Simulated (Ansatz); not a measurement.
The system is C.

```
CELL_PARAMETERS angstrom
0.00000 1.78337 1.78337
1.78337 0.00000 1.78337
1.78337 1.78337 0.00000
ATOMIC_POSITIONS crystal
C 0.75000 0.75000 0.75000
C 0.50000 0.50000 0.50000
```

This isn't the form of C at room conditions, which is graphite.

Program: Ansatz 0.2.0. Alike in all runs: task single point; potentials or basis all-electron PAW datasets made for the crystal; no spin polarisation; cell as given; k mesh 6 × 6 × 6; smearing fermi-dirac 0.05 eV; the mesh is coarse, so values aren't converged.

Order these runs on this cell by their pressure, lowest first.
A. level PBE with a typed share of exact exchange; cutoff (eV) 600; share of exact exchange 0.4
B. level PBE0; cutoff (eV) 600; share of exact exchange 0.25
C. level PBE; cutoff (eV) 540

A (-14.0 GPa), B (-8.2 GPa), C (1.8 GPa).

Caveats: all runs use coarse meshes.
